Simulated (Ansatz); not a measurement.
The calculation used Ansatz 0.2.0, DFT PBE, scalar-relativistic, plane waves, PAW. All cells share a 420 eV cutoff and Γ-centred k meshes spaced at most about 0.3 Å⁻¹ (about 0.25 or finer for metals, 2π included). No spin polarisation.

These are static total energies at zero pressure.

Question: Which of these relaxed structures of Zn4S is the lowest in energy?
A.

```xyz
5
Lattice="4.4950 0.0000 0.0000 0.0000 4.4950 0.0000 0.0000 0.0000 4.4950" Properties=species:S:1:pos:R:3 pbc="T T T"
Zn    1.3345    1.3345    1.3345
Zn    3.1605    3.1605    1.3345
Zn    3.1605    1.3345    3.1605
Zn    1.3345    3.1605    3.1605
S     0.0000    0.0000    0.0000
```

B.

```xyz
5
Lattice="4.7184 0.0000 0.0000 0.0000 4.7184 0.0000 0.0000 0.0000 4.7184" Properties=species:S:1:pos:R:3 pbc="T T T"
Zn    2.3592    2.3592    2.3592
Zn    0.0000    2.3592    2.3592
Zn    2.3592    0.0000    2.3592
Zn    2.3592    2.3592    0.0000
S     0.0000    0.0000    0.0000
```

C.

```xyz
5
Lattice="5.3633 0.0000 0.0000 0.0000 5.3633 0.0000 0.0000 0.0000 3.3926" Properties=species:S:1:pos:R:3 pbc="T T T"
Zn    3.9424    3.9424    0.0000
Zn    1.4209    1.4209    0.0000
Zn    1.4209    3.9424    0.0000
Zn    3.9424    1.4209    0.0000
S     0.0000    0.0000    1.6963
```

Answer: A. The next of these, C, lies 63 meV/atom higher. Forms: A P-43m; C P4/mmm; B Pm-3m. Counting Zn atoms around S (those within 1.25 times the shortest such distance or 1.15 times the sum of covalent radii; a plus sign parts nearer from farther groups; the shortest distance is added where it is long for a bond): A has S 4; C has S 8; B has S 12+8 from 3.3 Å. All come from invented guesses.

Cells relaxed within their symmetry can be saddle points. Some structure types and database cells were kept out of the candidates from the start, so a known form may be missing.
